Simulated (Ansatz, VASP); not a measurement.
**LiF: VASP beside Ansatz**

INCAR

```
ALGO = Normal
EDIFF = 1E-7
ENCUT = 520
GGA = PE
ISIF = 2
ISMEAR = 0
LASPH = True
LCHARG = False
LREAL = False
LWAVE = False
NBANDS = 12
NELM = 80
PREC = Accurate
SIGMA = 0.05
```

File KPOINTS:

```
k-points
0
Gamma
  10 10 10
```

File POSCAR:

```
LiF
1.0
    0.0000000000      2.0140000000      2.0140000000
    2.0895250000      0.0000000000      2.0140000000
    2.0895250000      2.0140000000      0.0000000000
Li F
1 1
Direct
    0.0000000000      0.0000000000      0.0000000000
    0.5000000000      0.5000000000      0.5000000000
```

Input for Ansatz:

```yaml
crystal:
  lattice:
    - [0.0, 2.014, 2.014]
    - [2.089525, 0.0, 2.014]
    - [2.089525, 2.014, 0.0]
  atoms:
    - { symbol: Li, position: [0.0, 0.0, 0.0] }
    - { symbol: F, position: [0.5, 0.5, 0.5] }
basis:
  ecutwfc: 420
kpoints:
  mp_grid: { grid: [10, 10, 10] }
hamiltonian:
  xc: pbe
scf:
  occupations: { method: gaussian, width: 0.05 }
output:
  forces: true
  stress: true
  eigenvalues: true
```

Change from the starting cell: strain +0.0375 x Voigt [1, 0, 0, 0, 0, 0], atoms carried along.

Alike in both runs: task single point; functional PBE; k mesh 10 × 10 × 10; occupations gaussian, width 0.05 eV; no spin polarisation.

```csv
,VASP,Ansatz
version,VASP 6.6.1,Ansatz 0.2.0
potentials or method,"VASP PAW PBE potentials, release 64 (Li_sv, F)","scalar-relativistic, plane waves, PAW"
plane-wave cutoff (eV),520,420
valence electrons in the cell,10,10
```

|  | VASP | Ansatz | Ansatz less VASP |
| --- | --- | --- | --- |
| gap on the k mesh at the Fermi level (eV) | 8.71 | 8.72 | +0.002 |
| least direct gap on the mesh (eV) | 8.71 | 8.72 | +0.002 |

With one functional, cell and mesh, what is left measures potentials, basis and numerics.

 A k mesh can miss the band edges.
